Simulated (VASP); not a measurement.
# MgH (P4/nmm) in VASP: a series of runs, part 2 of 2

VASP 6.6.1.

### 4 Single point, PBE (species swapped into the HfAu type (P4/nmm, No. 129))

Contents of INCAR:

```
  ALGO = Normal
  EDIFF = 1E-6
  ENCUT = 520
  GGA = PE
  ISIF = 2
  ISMEAR = 0
  LASPH = T
  LCHARG = F
  LREAL = F
  LWAVE = F
  NBANDS = 11
  NELM = 60
  PREC = Accurate
  SIGMA = 0.1
```

Contents of KPOINTS:

```
k-points
0
Gamma
  6 6 4
```

Contents of POSCAR:

```
MgH
1.0
    2.9842430895      0.0000000000      0.0000000000
    0.0000000000      2.9842430895      0.0000000000
    0.0000000000      0.0000000000      5.3973024987
Mg H
2 2
Direct
    0.0000000000      0.5000000000      0.7575585270
    0.5000000000      0.0000000000      0.2424414730
    0.0000000000      0.5000000000      0.3757419577
    0.5000000000      0.0000000000      0.6242580423
```

Potentials or basis: VASP PAW PBE potentials, release 64 (Mg, H).

Command:

```bash
> cat potpaw_PBE.64/Mg/POTCAR potpaw_PBE.64/H/POTCAR > POTCAR
> mpirun -np 1 vasp_std > vasp.out
```

OUTCAR:

```text
EDIFF = 1E-6
   ENCUT = 520
   GGA = PE
   ISIF = 2
   ISMEAR = 0
   LASPH = T
   LREAL = F
   NELM = 60
   PREC = Accurate

 ion  position               nearest neighbor table
   1  0.000  0.500  0.758-   3 2.06   4 2.23   4 2.23   4 2.23   4 2.23   2 3.36   2 3.36   2 3.36
                             2 3.36   2 3.49   2 3.49   2 3.49   2 3.49
   2  0.500  0.000  0.242-   4 2.06   3 2.23   3 2.23   3 2.23   3 2.23   1 3.36   1 3.36   1 3.36
                             1 3.36   1 3.49   1 3.49   1 3.49   1 3.49
   3  0.000  0.500  0.376-   1 2.06   2 2.23   2 2.23   2 2.23   2 2.23
   4  0.500  0.000  0.624-   2 2.06   1 2.23   1 2.23   1 2.23   1 2.23

  LATTYP: Found a simple tetragonal cell.
 ALAT       =     2.9842430895
 C/A-ratio  =     1.8086001498

  Lattice vectors:

 A1 = (   2.9842430895,   0.0000000000,   0.0000000000)
 A2 = (   0.0000000000,   2.9842430895,   0.0000000000)
 A3 = (   0.0000000000,   0.0000000000,   5.3973024987)

Analysis of symmetry for initial positions (statically):
=====================================================================
 Subroutine PRICEL returns:
 Original cell was already a primitive cell.

 Routine SETGRP: Setting up the symmetry group for a
 simple tetragonal supercell.

 Subroutine GETGRP returns: Found 16 space group operations
 (whereof  8 operations were pure point group operations)
 out of a pool of 16 trial point group operations.

The static configuration has the point symmetry D_2d.
 The point group associated with its full space group is D_4h.

Analysis of symmetry for dynamics (positions and initial velocities):
=====================================================================
 Subroutine PRICEL returns:
 Original cell was already a primitive cell.

 Routine SETGRP: Setting up the symmetry group for a
 simple tetragonal supercell.

 Subroutine GETGRP returns: Found 16 space group operations
 (whereof  8 operations were pure point group operations)
 out of a pool of 16 trial point group operations.

The dynamic configuration has the point symmetry D_2d.
[... 129 lines left out ...]
   GGA     = PE    functional components
   LHFCALC =     F    Hartree Fock is set to
   AEXX    =    0.0000 exact exchange contribution
   IVDW    =     0    specifies the selected vdW correction
   LEPSILON=     F    determine dielectric tensor
   LRPA    =     F    only Hartree local field effects (RPA)
 non-spin polarized calculation
 Gauss-broadening in eV      SIGMA  =   0.10
  energy-cutoff  :      520.00
  volume of cell :       48.07
 maximum number of plane-waves:      1315
 NGX is ok and might be reduce to    24
   NGX = 11   NGY = 11   NGZ = 21

 number of electron       6.0000000 magnetization

 Free energy of the ion-electron system (eV)
  ---------------------------------------------------
  ext. energy  EPLUGINS =         0.00000000
  ---------------------------------------------------
  free energy    TOTEN  =        -9.38454015 eV

  energy without entropy =       -9.37772282  energy(sigma->0) =       -9.38113148

 E-fermi :   3.1757     XC(G=0):  -8.9587

 val. band max:        3.1531471592   @ k =   0.5000   0.3333   0.5000
 cond. band min:       3.1869500312   @ k =   0.5000   0.0000   0.0000
 fundamental gap:      0.0338028720
 Fermi energy:         3.1757311531

 k-point     1 :       0.0000    0.0000    0.0000
  band No.  band energies     occupation
      1      -6.2905      2.00000
      2      -1.6104      2.00000
      3      -0.1800      2.00000
      4       7.8087      0.00000
      5      10.5079      0.00000
      6      11.2614      0.00000
      7      11.2614      0.00000
      8      13.1925      0.00000
      9      14.0398      0.00000
     10      14.9715      0.00000
     11      15.5797      0.00000
[... 309 lines left out ...]
 k-point    24 :       0.5000    0.0000    0.5000
  band No.  band energies     occupation
      1      -2.4671      2.00000
      2      -2.4671      2.00000
      3       1.3998      2.00000
      4       1.3998      2.00000
      5       8.4006      0.00000
      6       8.4006      0.00000
      7      10.4444      0.00000
      8      10.4444      0.00000
      9      14.7013      0.00000
     10      14.7013      0.00000
     11      15.1171      0.00000

 [... further k-points ...]
[... 5 lines left out ...]
  --------------------------------------------------------------------------------------
  -------------------------------------------------------------------------------------
  Total       -0.0102287     -0.0102287     -0.0525697      0.0000000      0.0000000      0.0000000
  in kB       -0.3409466     -0.3409466     -1.7522697      0.0000000      0.0000000      0.0000000
  external PRESSURE =      -0.8113876 kB  Pullay stress =       0.0000000 kB

 VOLUME and BASIS-vectors are now :
 -----------------------------------------------------------------------------
  energy-cutoff  :      520.00
  volume of cell :       48.07
      direct lattice vectors                 reciprocal lattice vectors
     2.984243090  0.000000000  0.000000000     0.335093345  0.000000000  0.000000000
     0.000000000  2.984243090  0.000000000     0.000000000  0.335093345  0.000000000
     0.000000000  0.000000000  5.397302499     0.000000000  0.000000000  0.185277738

 POSITION                                       TOTAL-FORCE (eV/Angst)
 -----------------------------------------------------------------------------------
      0.00000      1.49212      4.08877         0.000000      0.000000     -0.004962
      1.49212      0.00000      1.30853         0.000000      0.000000      0.004962
      0.00000      1.49212      2.02799         0.000000      0.000000      0.019685
      1.49212      0.00000      3.36931         0.000000      0.000000     -0.019685
 -----------------------------------------------------------------------------------
    total drift:                                0.000000      0.000000      0.000000

  FREE ENERGIE OF THE ION-ELECTRON SYSTEM (eV)
  ---------------------------------------------------
  free  energy   TOTEN  =        -9.3845401501 eV

  energy  without entropy=       -9.3777228171  energy(sigma->0) =       -9.38113148
```

stdout:

```text
POSCAR found type information on POSCAR MgH
 POSCAR found :  2 types and       4 ions
 scaLAPACK will be used
 LDA part: xc-table for (Slater+PW92), standard interpolation
 POSCAR, INCAR and KPOINTS ok, starting setup
 FFT: planning ... GRIDC
 FFT: planning ... GRID_SOFT
 FFT: planning ... GRID
 WAVECAR not read
 entering main loop
```

Run time: 13 s. Hardware: 1 thread of Intel Xeon Platinum 8259CL at 2.50GHz (Skylake/Cascade Lake), shared host; peak memory 0.16 GiB.

What came out:

* Free energy: -9.3845 eV
* Pressure: -0.1 GPa
* Largest force: 0.020 eV/Å
* Band gap on the k mesh: none (metal or under the smearing width)

Forces on the atoms (eV/Å):
```
Mg   0.000  0.000 -0.005
Mg   0.000  0.000  0.005
H    0.000  0.000  0.020
H    0.000  0.000 -0.020
```

Levels at points of the mesh, in eV from the Fermi level:
| k point | band 1 | band 2 | band 3 | band 4 | band 5 | band 6 |
| --- | --- | --- | --- | --- | --- | --- |
| (0.00, 0.00, 0.00) | -9.47 | -4.79 | -3.36 | 4.63 | 7.33 | 8.09 |
| (0.50, 0.00, 0.00) | -5.87 | -5.87 | 0.01 | 0.01 | 1.41 | 1.41 |
| (0.50, 0.50, 0.00) | -3.74 | -3.74 | 0.08 | 0.08 | 4.57 | 4.57 |
| (0.00, 0.00, 0.50) | -9.01 | -6.80 | -0.23 | 3.31 | 7.16 | 8.51 |
| (0.50, 0.00, 0.50) | -5.64 | -5.64 | -1.78 | -1.78 | 5.22 | 5.22 |
| (0.50, 0.50, 0.50) | -3.66 | -3.66 | 1.00 | 1.00 | 1.52 | 1.52 |

### 5 Relaxation of cell and atoms, PBE (species swapped into the HfAu type (P4/nmm, No. 129))

Contents of INCAR:

```
  PREC = Accurate
  ENCUT = 600
  EDIFF = 1E-6
  ISMEAR = 0
  SIGMA = 0.1
  LREAL = False
  LASPH = True
  NELM = 100
  ALGO = Fast
  ISIF = 3
  LWAVE = False
  LCHARG = False
  GGA = PE
  IBRION = 2
  NSW = 90
  EDIFFG = -0.04
```

Contents of KPOINTS:

```
regular mesh
0
Gamma
  6 6 4
```

Contents of POSCAR:

```
MgH
1.0
    2.9742323100      0.0000000000      0.0000000000
    0.0000000000      2.9742323100      0.0000000000
    0.0000000000      0.0000000000      5.3959365200
Mg H
2 2
Direct
    0.0000000000      0.5000000000      0.8515796700
    0.5000000000      0.0000000000      0.1484203300
    0.0000000000      0.5000000000      0.3714335900
    0.5000000000      0.0000000000      0.6285664100
```

Potentials or basis: VASP PAW PBE potentials, release 64 (Mg, H).

Command:

```bash
> cat potpaw_PBE.64/Mg/POTCAR potpaw_PBE.64/H/POTCAR > POTCAR
> mpirun -np 1 vasp_std > vasp.out
```

OUTCAR:

```text
PREC = Accurate
   ENCUT = 600
   EDIFF = 1E-6
   ISMEAR = 0
   LREAL = False
   LASPH = True
   NELM = 100
   ISIF = 3
   GGA = PE
   IBRION = 2
   NSW = 90
   EDIFFG = -0.04

 ion  position               nearest neighbor table
   1  0.000  0.500  0.852-   2 2.64   2 2.64   2 2.64   2 2.64
   2  0.500  0.000  0.148-   1 2.64   1 2.64   1 2.64   1 2.64
   3  0.000  0.500  0.371-
   4  0.500  0.000  0.629-

  LATTYP: Found a simple tetragonal cell.
 ALAT       =     2.9742323100
 C/A-ratio  =     1.8142283311

  Lattice vectors:

 A1 = (   2.9742323100,   0.0000000000,   0.0000000000)
[... 383 lines left out ...]
  ext. energy  EPLUGINS =         0.00000000
  ---------------------------------------------------
  free energy    TOTEN  =        -9.38527842 eV

  energy without entropy =       -9.37874084  energy(sigma->0) =       -9.38200963

 E-fermi :   3.1835     XC(G=0):  -8.9680

 val. band max:        3.1477970643   @ k =   0.5000   0.3333   0.5000
 cond. band min:       3.2080033077   @ k =   0.5000   0.0000   0.0000
 fundamental gap:      0.0602062433
 Fermi energy:         3.1834834267

 k-point     1 :       0.0000    0.0000    0.0000
  band No.  band energies     occupation
      1      -6.2793      2.00000
      2      -1.5615      2.00000
      3      -0.1500      2.00000
      4       7.8391      0.00000
      5      10.4828      0.00000
      6      11.2275      0.00000
      7      11.2275      0.00000
[... 221 lines left out ...]
 k-point    24 :       0.5000    0.0000    0.5000
  band No.  band energies     occupation
      1      -2.4536      2.00000
      2      -2.4536      2.00000
      3       1.3984      2.00000
      4       1.3984      2.00000
      5       8.4659      0.00000
      6       8.4659      0.00000
      7      10.5484      0.00000

 [... further k-points ...]
[... 5 lines left out ...]
  --------------------------------------------------------------------------------------
  -------------------------------------------------------------------------------------
  Total       -0.0009811     -0.0009811      0.0617319      0.0000000      0.0000000      0.0000000
  in kB       -0.0327881     -0.0327881      2.0630489      0.0000000      0.0000000      0.0000000
  external PRESSURE =       0.6658243 kB  Pullay stress =       0.0000000 kB
[... 19 lines left out ...]
  FREE ENERGIE OF THE ION-ELECTRON SYSTEM (eV)
  ---------------------------------------------------
  free  energy   TOTEN  =        -9.3852784172 eV

  energy  without entropy=       -9.3787408415  energy(sigma->0) =       -9.38200963

 reached required accuracy - stopping structural energy minimisation
```

OSZICAR:

```text
N       E                     dE             d eps       ncg     rms          rms(c)
DAV:   1     0.111263621047E+01    0.11126E+01   -0.23136E+03   420   0.722E+02
DAV:   2    -0.770392242755E+01   -0.88166E+01   -0.84568E+01   560   0.564E+01
DAV:   3    -0.794410876564E+01   -0.24019E+00   -0.23878E+00   581   0.124E+01
DAV:   4    -0.794476155564E+01   -0.65279E-03   -0.65271E-03   644   0.616E-01
[... 92 lines left out ...]
       N       E                     dE             d eps       ncg     rms          rms(c)
DAV:   1    -0.938527006597E+01   -0.91972E-03   -0.34128E-02   448   0.171E+00    0.338E-02
RMM:   2    -0.938527995876E+01   -0.98928E-05   -0.32474E-04   421   0.162E-01    0.209E-02
RMM:   3    -0.938527808707E+01    0.18717E-05   -0.23506E-05   422   0.396E-02    0.586E-03
RMM:   4    -0.938527841724E+01   -0.33017E-06   -0.16761E-06   322   0.125E-02
  13 F= -.93852784E+01 E0= -.93820096E+01  d E =-.927790E-03
```

Wall time 97 s (1 thread of Intel Xeon Platinum 8259CL at 2.50GHz (Skylake/Cascade Lake), shared host); peak memory 0.18 GiB.

Results:

| Quantity | Value |
| --- | --- |
| Free energy | -9.3853 eV |
| Relaxed volume | 11.99 Å³/atom |
| Relaxed cell | a = 2.988 Å, b = 2.988 Å, c = 5.370 Å, α = 90.00°, β = 90.00°, γ = 90.00° |
| Space group after relaxing (to 0.05 Å) | P4/nmm (No. 129) |
| Energy gained by relaxing | 478.2 meV/atom |
| Ionic steps | 13 |
| Pressure after relaxing | 0.1 GPa |
| Largest force after relaxing | 0.029 eV/Å |
| Band gap on the k mesh | none (metal or under the smearing width) |

Forces on the atoms (eV/Å):
```
Mg   0.000  0.000 -0.020
Mg   0.000  0.000  0.020
H    0.000  0.000  0.029
H    0.000  0.000 -0.029
```

Stress tensor (GPa, compression positive):
```
0.00 0.00 0.00
0.00 0.00 0.00
0.00 0.00 0.21
```

Step by step:
```
step  energy change (eV)  largest force (eV/Å)  pressure (GPa)  volume (Å³)
   1              0.0000                3.9285            7.38        47.73
   2             -1.1862                2.0424           -1.91        51.63
   3             -1.5905                0.9094           -5.77        55.43
   4             -1.6300                0.6564           -6.34        56.72
   5             -1.6383                0.5270           -6.53        57.50
   6             -1.8555                0.1872           -3.36        52.19
   7             -1.8945                0.1549           -0.86        49.43
   8             -1.8947                0.1775           -0.66        49.24
   9             -1.9029                0.1219           -0.45        48.83
  10             -1.9116                0.0524            0.25        47.70
  11             -1.9117                0.0579            0.14        47.85
  12             -1.9117                0.0557            0.16        47.82
  13             -1.9127                0.0287            0.07        47.94
```

Final structure:
```yaml
crystal:
  lattice:
    - [2.98793, 0.00000, 0.00000]
    - [0.00000, 2.98793, 0.00000]
    - [0.00000, 0.00000, 5.36993]
  atoms:
    - { symbol: Mg, position: [0.00000, 0.50000, 0.75799] }
    - { symbol: Mg, position: [0.50000, 0.00000, 0.24201] }
    - { symbol: H, position: [0.00000, 0.50000, 0.37532] }
    - { symbol: H, position: [0.50000, 0.00000, 0.62468] }
```

Levels at points of the mesh, in eV from the Fermi level:
```csv
k point,band 1,band 2,band 3,band 4,band 5,band 6,band 7
"(0.00, 0.00, 0.00)",-9.46,-4.74,-3.33,4.66,7.30,8.04,8.04
"(0.50, 0.00, 0.00)",-5.87,-5.87,0.02,0.02,1.45,1.45,9.84
"(0.50, 0.50, 0.00)",-3.74,-3.74,0.06,0.06,4.62,4.68,4.68
"(0.00, 0.00, 0.50)",-9.00,-6.80,-0.19,3.42,7.19,8.48,9.67
"(0.50, 0.00, 0.50)",-5.64,-5.64,-1.79,-1.79,5.28,5.28,7.36
"(0.50, 0.50, 0.50)",-3.66,-3.66,1.00,1.00,1.50,1.50,3.31
```

### 6 Single point, PBE (species swapped into the HfAu type (P4/nmm, No. 129))

Contents of INCAR:

```
SYSTEM = MgH
PREC = Accurate ; ENCUT = 520
EDIFF = 1E-6 ; ISMEAR = 0
SIGMA = 0.1 ; LREAL = .False.
LASPH = .True. ; NELM = 100
ALGO = Normal ; ISIF = 2
LWAVE = .False. ; LCHARG = .False.
GGA = PE ; NBANDS = 11
```

Contents of KPOINTS:

```
regular mesh
0
Gamma
  6 6 4
  0 0 0
```

POSCAR is that of step 5.

Potentials or basis: VASP PAW PBE potentials, release 64 (Mg, H).

Command:

```bash
> cat potpaw_PBE.64/Mg/POTCAR potpaw_PBE.64/H/POTCAR > POTCAR
> mpirun -np 1 vasp_std > vasp.out
```

It took 17 s on 1 thread of Intel Xeon Platinum 8259CL at 2.50GHz (Skylake/Cascade Lake), shared host; peak memory 0.16 GiB.

The run converged. Its results:

- Free energy: -7.4720 eV
- Pressure: 7.3 GPa
- Largest force: 3.928 eV/Å
- Band gap on the k mesh: none (metal or under the smearing width)

Forces in eV/Å, atoms in the order of the input:
```
Mg   0.000  0.000 -3.928
Mg   0.000  0.000  3.928
H    0.000  0.000 -0.295
H    0.000  0.000  0.295
```

Stress tensor (GPa, compression positive):
```
8.26 0.00 0.00
0.00 8.26 0.00
0.00 0.00 5.48
```

Levels at points of the mesh, in eV from the Fermi level:
```
           k point  band 1  band 2  band 3  band 4  band 5  band 6  band 7  band 8
(0.00, 0.00, 0.00)   -8.32   -3.71   -3.29    5.99    6.64    8.20    8.20   10.07
(0.50, 0.00, 0.00)   -4.53   -4.53   -0.24   -0.24    2.18    2.18   11.38   11.38
(0.50, 0.50, 0.00)   -1.93   -1.93   -0.05   -0.05    4.23    4.23    5.44    5.44
(0.00, 0.00, 0.50)   -7.40   -6.73    0.67    3.85    6.81    7.78    8.48    8.48
(0.50, 0.00, 0.50)   -4.09   -4.09   -1.94   -1.94    5.52    5.52    8.15    8.15
(0.50, 0.50, 0.50)   -1.76   -1.76    0.22    0.22    3.02    3.02    3.36    3.36
```

Caveat: forces of over 1 eV/Å show positions far from the minimum, so gaps and moduli don't describe the material at rest.

### 7 The runs side by side

| task | cell | k mesh | cutoff (eV) | gap on the mesh (eV) | pressure (GPa) | largest force (eV/Å) |
| --- | --- | --- | --- | --- | --- | --- |
| single point | species swapped into the HfAu type (P4/nmm, No. 129) | 16 × 16 × 10 | 520 | none | -0.2 | - |
| relaxation of cell and atoms | relaxed from: species swapped into the HfAu type (P4/nmm, No. 129) | 16 × 16 × 10 | 600 | none | 0.0 | 0.01 |
| single point | species swapped into the HfAu type (P4/nmm, No. 129) | 6 × 6 × 4 | 520 | none | 7.3 | 3.93 |
| relaxation of cell and atoms | relaxed from: species swapped into the HfAu type (P4/nmm, No. 129) | 6 × 6 × 4 | 600 | none | 0.1 | 0.03 |

Alike in all rows: level PBE; potentials or basis VASP PAW PBE potentials, release 64 (Mg, H); no spin polarisation; smearing gaussian 0.1 eV.

Caveats: the relaxation stopped at its first step, so nothing moved (some runs); forces of over 1 eV/Å show positions far from the minimum, so gaps and moduli don't describe the material at rest (some runs).

Total energies depend on the potentials used, so only differences within one code and one set of settings carry meaning.
